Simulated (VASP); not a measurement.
A VASP 6.6.1 single-point calculation on HgTe

INCAR

```
EDIFF = 1E-7
LMAXMIX = 6
GGA = PE
NBANDS = 16
ISMEAR = -1
LASPH = .TRUE.
LDAUJ = 0 0
LWAVE = .FALSE.
NSW = 0
PREC = Accurate
LREAL = .FALSE.
LDAUTYPE = 2
LDAU = .TRUE.
NELM = 120
ISIF = 2
ENCUT = 520
LDAUL = 2 -1
LCHARG = .FALSE.
IBRION = -1
LDAUU = 2.0 0
SIGMA = 0.02
```

KPOINTS

```
KPOINTS created by Atomic Simulation Environment
0
Gamma
6 6 6
0 0 0
```

POSCAR

```
Hg Te
 1.0000000000000000
     0.0000000000000000    3.3878326229000000    3.3878326229000000
     3.3878326229000000    0.0000000000000000    3.3878326229000000
     3.3878326229000000    3.3878326229000000    0.0000000000000000
 Hg  Te
   1   1
Cartesian
  0.0000000000000000  0.0000000000000000  0.0000000000000000
  1.6939163114500000  1.6939163114500000  1.6939163114500000
```

The recommended PBE PAW datasets give the neutral cell 18 valence electrons.

Command

```
mpirun -np 1 vasp_std
```

OSZICAR

```
N       E                     dE             d eps       ncg     rms          rms(c)
DAV:   1     0.104475277407E+03    0.10448E+03   -0.77916E+03   512   0.947E+02
DAV:   2     0.582172282109E+00   -0.10389E+03   -0.98283E+02   616   0.222E+02
DAV:   3    -0.324229489019E+01   -0.38245E+01   -0.38173E+01   624   0.454E+01
DAV:   4    -0.327960099242E+01   -0.37306E-01   -0.37304E-01   768   0.405E+00
DAV:   5    -0.327970341809E+01   -0.10243E-03   -0.10243E-03   648   0.196E-01    0.581E+00
DAV:   6    -0.311348708035E+01    0.16622E+00   -0.34511E-01   576   0.661E+00    0.441E+00
DAV:   7    -0.311177595450E+01    0.17111E-02   -0.75798E-02   568   0.174E+00    0.166E+00
DAV:   8    -0.311247739525E+01   -0.70144E-03   -0.74585E-03   592   0.933E-01    0.418E-01
DAV:   9    -0.311271657242E+01   -0.23918E-03   -0.67116E-04   648   0.247E-01    0.846E-02
DAV:  10    -0.311275436305E+01   -0.37791E-04   -0.74316E-05   592   0.836E-02    0.430E-02
DAV:  11    -0.311277313457E+01   -0.18772E-04   -0.34429E-05   600   0.397E-02    0.332E-02
DAV:  12    -0.311277260694E+01    0.52763E-06   -0.22217E-06   624   0.962E-03    0.150E-02
DAV:  13    -0.311277249941E+01    0.10753E-06   -0.28495E-07   664   0.279E-03    0.103E-02
DAV:  14    -0.311277253769E+01   -0.38280E-07   -0.29551E-07   560   0.388E-03
   1 F= -.31127725E+01 E0= -.31125954E+01  d E =-.354324E-03
```

Standard output (part)

```
POSCAR found type information on POSCAR HgTe
 POSCAR found :  2 types and       2 ions
 LDA part: xc-table for (Slater+PW92), standard interpolation
 POSCAR, INCAR and KPOINTS ok, starting setup
 WAVECAR not read
 entering main loop
```

From OUTCAR

```
k-points           NKPTS =     16   k-points in BZ     NKDIM =     16   number of bands    NBANDS=     16

   NELECT =      18.0000    total number of electrons

   dimension x,y,z NGX =    36 NGY =   36 NGZ =   36
   dimension x,y,z NGXF=    72 NGYF=   72 NGZF=   72

  energy-cutoff  :      520.00
  volume of cell :       77.77
      direct lattice vectors                 reciprocal lattice vectors
     0.000000000  3.387832623  3.387832623    -0.147586984  0.147586984  0.147586984
     3.387832623  0.000000000  3.387832623     0.147586984 -0.147586984  0.147586984
     3.387832623  3.387832623  0.000000000     0.147586984  0.147586984 -0.147586984

 k-points in reciprocal lattice and weights: KPOINTS created by Atomic Simulation Env
   0.00000000  0.00000000  0.00000000       0.005
   0.16666667  0.00000000  0.00000000       0.037
   0.33333333  0.00000000  0.00000000       0.037
   0.50000000  0.00000000  0.00000000       0.019
   0.16666667  0.16666667  0.00000000       0.028
   0.33333333  0.16666667  0.00000000       0.111
   0.50000000  0.16666667  0.00000000       0.111
  -0.33333333  0.16666667  0.00000000       0.111
   ...

 E-fermi :   1.6630

 k-point     1 :       0.0000    0.0000    0.0000
  band No.  band energies     occupation
      1      -9.3450      2.00000
      2      -5.6284      2.00000
      3      -5.6284      2.00000
      4      -5.6284      2.00000
      5      -5.2967      2.00000
      6      -5.2967      2.00000
      7       0.7309      2.00000
      8       1.6491      1.33356
      9       1.6491      1.33356
     10       1.6491      1.33356
     11       6.2062      0.00000
     12       6.2062      0.00000
     13       6.2062      0.00000
     14       8.2321      0.00000
     15      10.9778      0.00000
     16      10.9778      0.00000

 k-point     2 :       0.1667    0.0000    0.0000
  band No.  band energies     occupation
      1      -9.2565      2.00000
      2      -5.6058      2.00000
      3      -5.6058      2.00000
      4      -5.5559      2.00000
      5      -5.2979      2.00000
      6      -5.2979      2.00000
      7      -0.5516      2.00000
      8       1.4480      1.99996
      9       1.4480      1.99996
     10       2.3823      0.00000
     11       6.1097      0.00000
     12       6.5029      0.00000
     13       6.5029      0.00000
     14       9.4470      0.00000
     15      10.1987      0.00000
     16      10.1987      0.00000

 k-point     3 :       0.3333    0.0000    0.0000
  band No.  band energies     occupation
      1      -9.0738      2.00000
      2      -5.5663      2.00000
      3      -5.5663      2.00000
      4      -5.2985      2.00000
      5      -5.2930      2.00000
      6      -5.2930      2.00000
      7      -2.1114      2.00000
      8       1.1006      2.00000
      9       1.1006      2.00000
     10       2.5110      0.00000
     11       6.8345      0.00000
     12       6.8345      0.00000
     13       7.2941      0.00000
     14       9.4451      0.00000
     15      10.4617      0.00000
     16      10.4617      0.00000

 ...

  Total       -0.7433132     -0.7433132     -0.7433132      0.0000000      0.0000000      0.0000000
  in kB      -15.3139277    -15.3139277    -15.3139277      0.0000000      0.0000000      0.0000000
  external PRESSURE =     -15.3139277 kB  Pullay stress =       0.0000000 kB

 POSITION                                       TOTAL-FORCE (eV/Angst)
 -----------------------------------------------------------------------------------
      0.00000      0.00000      0.00000        -0.000000     -0.000000     -0.000000
      1.69392      1.69392      1.69392         0.000000      0.000000      0.000000
 -----------------------------------------------------------------------------------
    total drift:                               -0.000000     -0.000000     -0.000000

  FREE ENERGIE OF THE ION-ELECTRON SYSTEM (eV)
  ---------------------------------------------------
  free  energy   TOTEN  =        -3.1127725377 eV

  energy  without entropy=       -3.1124182134  energy(sigma->0) =       -3.11259538
```

It converged. Results: gap between bands v and c on the k mesh 0.00 eV; least direct gap on the k mesh 0.00 eV; pressure -1.5 GPa. Band v is the last that the valence electrons fill when counted band by band, and c is the next.

For comparison, a separate PBE run of the intended cell, on usual settings and not on those above, gives a gap of 0.00 eV on its mesh and a pressure of -1.6 GPa.

The run above took about 20 s on one core of a shared host (Intel Xeon Platinum 8488C) and held 0.21 GiB at most.
